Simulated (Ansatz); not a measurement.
# BN: stationary points along a deformation path

Method: DFT PBEsol, scalar-relativistic, plane waves, PAW (Ansatz 0.2.0). Settings: plane waves to 420 eV, k-mesh 12×12×12 (Γ-centred), Gaussian smearing 0.05 eV. No spin polarisation. Energies are free energies at this smearing, counted from the undisturbed cell; pressure is positive in compression.

The undisturbed cell (as given, not relaxed at this level; it stands at -6.3 GPa):

```
B N
1.0
     0.00000    1.81300    1.81300
     1.81300    0.00000    1.81300
     1.81300    1.81300    0.00000
B N
1 1
Direct
  0.00000 0.00000 0.00000
  0.75000 0.75000 0.75000
```

At fixed volume and fractional coordinates, lengths along (0.000, 0.000, 1.000) are scaled against those across it; ρ is that ratio over its starting value. V = 5.959 Å³/atom. Δσ is the stress along the axis less the mean stress across it (compression positive).

| ρ | ΔE (meV/atom) | Δσ (GPa) | space group |
| --- | --- | --- | --- |
| 0.650 | 939.7 | 151.78 | I-4m2 |
| 0.707 | 646.2 | 129.87 | I-4m2 |
| 0.780 | 361.0 | 103.79 | I-4m2 |
| 0.850 | 167.7 | 76.59 | I-4m2 |
| 0.920 | 47.7 | 44.30 | I-4m2 |
| 0.960 | 11.9 | 23.12 | I-4m2 |
| 1.000 | 0.0 | 0.00 | F-43m |
| 1.050 | 18.5 | -31.35 | I-4m2 |
| 1.100 | 73.7 | -65.01 | I-4m2 |
| 1.200 | 289.8 | -137.28 | I-4m2 |
| 1.300 | 636.4 | -213.33 | I-4m2 |
| 1.414 | 1171.3 | -300.96 | I-4m2 |
| 1.500 | 1658.2 | -361.61 | I-4m2 |

**Question.** How does the stress give the slope of the energy, and where is the energy stationary?

**Answer.** Along the path d ln(length) is 2/3 d ln ρ on the axis and −1/3 d ln ρ across it, so dE/d ln ρ = −(2/3) V Δσ: the energy falls with ρ where Δσ is positive. Δσ vanishes or changes sign at ρ = 1.000 (F-43m), a minimum at 0.0 meV/atom. Pairs of stationary points between two samples would go unseen, and could change a minimum read from distant neighbours into a maximum. At ρ = 1.000 the cell is cubic, where symmetry alone makes the stress isotropic and the slope zero.

**Question.** Which shear constant sets the curvature at ρ = 1?

**Answer.** For a cubic crystal E/V = (2/3) C (ln ρ)² with C = C′ = (C11 − C12)/2, so Δσ = −2C ln ρ. The parabola of Δσ against ln ρ through ρ = 0.960, 1 and 1.050 gives C ≈ 301 GPa with the ions clamped, rough because the steps are large. It is the stress–strain coefficient at this cell's pressure of -6.3 GPa, not the zero-pressure constant.

**Question.** Integrate that slope from ρ = 1 to 0.850 by the trapezoid rule.

**Answer.** With V/N in Å³ and 1 eV/Å³ = 160.2 GPa the slopes at ρ = 1.000, 0.960, 0.920, 0.850 are 0, -573, -1098, -1899 meV/atom per unit of ln ρ. The steps add 11.7 + 35.6 + 118.6 = 165.9 meV/atom, against 167.7 from the energies; the trapezoid rule misses the curvature of the slope within each step.

The gap closes along the scan, which can put kinks into the curve.

Cost: 13 runs of about 0.22 core-minutes in all, on Intel Xeon 6975P-C (Granite Rapids) (shared hosts).